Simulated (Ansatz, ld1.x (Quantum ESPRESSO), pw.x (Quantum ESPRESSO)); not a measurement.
Nb (Z = 41): one change to the TM potential, in the atom and in the fcc crystal

ld1.x (Quantum ESPRESSO) 7.5 input, shortened:

```
&input
   title='Nb', zed=41., rel=1, dft='PBE', iswitch=3,
   config='[Kr] 4d4 5s1 5p0'
 /
 &inputp
   pseudotype=2, tm=.true., lloc=1,
   nlcc=.true., new_core_ps=.true., rcore=1.15
 /
3
5S  1  0   1.00   0.00  2.90  2.90  0.0
4D  3  2   4.00   0.00  1.55  1.55  0.0
5P  2  1   0.00   0.00  3.45  3.45  0.0
 &test
   configts(1)='4d4 5s1 5p0'
 /
```

Change: all radii but the core radius scaled by about 0.80 (s 2.32, p 2.76, d 1.24 bohr).

Cutoffs, loose and tight: the cutoffs (Ry, on a coarse ladder) from which the occupation-weighted sum of valence levels, in a spherical-Bessel basis at the reference potential, stays within 10 and 1 mRy of its value at 400 Ry. They do not see the model core or the augmentation charge, which bear on the density cutoff. Test errors are all-electron minus pseudo excitation energies from the reference, over the configurations 4d4 5s0 5p0; 4d3 5s0 5p0; 4d2 5s0 5p0; 4d3 5s2 5p0; 4d4 5s0.5 5p0; 4d1 5s0 5p0; 4d4 5s0 5p1; variants that change the core or the reference have their own tests.

Crystal test: fcc Nb in pw.x 7.5, no spin, 13³ k-points, Fermi–Dirac smearing 0.01 Ry, cutoffs set for each file from its atomic test. The reference is all-electron LAPW (Ansatz 0.2.0) with the same functional, mesh and smearing; V0 and B0 come from Birch–Murnaghan fits to the pressures at five volumes. Errors are pseudo minus all-electron; Δ is the rms difference of the E(V) curves that follow from these fits, minima aligned, over ±6 % about the mean V0. Mesh and smearing are coarse, so the numbers serve the comparison and aren't converged zero-temperature values; the lattice is a test structure that the element need not adopt.

All-electron: a0 = 4.221 Å (V0 = 18.81 Å³/atom), B0 = 163.2 GPa.

Task: Does the change bring the crystal closer to the all-electron result?

Result: The mean pressure error goes from +22.61 to +65.82 GPa, so the change moves the solid further from the all-electron pressures. Neither pressure curve crosses zero within the volumes sampled, so no fits are given.

| quantity | base | changed |
| --- | --- | --- |
| outcome (atom) | generated | generated |
| cutoff, loose (atom) | 40 Ry | 70 Ry |
| cutoff, tight (atom) | 50 Ry | 100 Ry |
| bound ghosts (atom) | none | s |
| largest test error (meV) (atom) | -1949 over the solved tests; 1 of 7 tests not solved or not reliable | -810 over the solved tests; 1 of 7 tests not solved or not reliable |
| cutoffs in pw.x (Ry) | 60/240 | 120/480 |
| mean pressure error (GPa) | +22.61 | +65.82 |

Base: The largest radius (3.45 bohr) exceeds half the bond length (2.82 bohr), so the spheres overlap, which is one possible source of error among others. This is a poor potential for the solid. Atomic configuration tests: 1 of 7 tests not solved or not reliable. Changed file: This is a poor potential for the solid. Note: ghost state, extra bound levels that the all-electron valence spectrum of the same l lacks: s at -81.7 eV. A true bound ghost makes a file unfit for plane-wave use. Atomic configuration tests: 1 of 7 tests not solved or not reliable. The logarithmic derivative shows an extra or strongly shifted pseudo pole above the reference energy (p near 1.38 Ry). The atomic cutoffs weigh occupied waves only.
